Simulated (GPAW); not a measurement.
Hf:

```xyz
1
Lattice="2.9138 0.0000 0.0000 0.0000 2.9138 0.0000 0.0000 0.0000 2.9138" Properties=species:S:1:pos:R:3 pbc="T T T"
Hf    1.4569    1.4569    1.4569
```

The cell was built by a generator and needn't be a form met in nature.

Base run:

- Program: GPAW 26.7.0
- Functional: PW91
- Potentials or basis: PAW data sets generated in the run's folder for this functional
- Cutoff: 600 eV
- Basis: pw
- k mesh: 9 × 9 × 9
- Occupations: fermi-dirac, width 0.05 eV
- Spin: no spin polarisation

Its results: band gap on the k mesh none (metal or under the smearing width); pressure 0.2 GPa.

**Question.** The run is repeated on the same cell with these changes: functional from PW91 to BLYP. What comes out?

**Answer.** Band gap on the k mesh none (metal or under the smearing width); pressure 3.4 GPa.

BLYP binds less tightly than PW91, so the same cell stands under more pressure.

Not every run made on this cell is shown here.
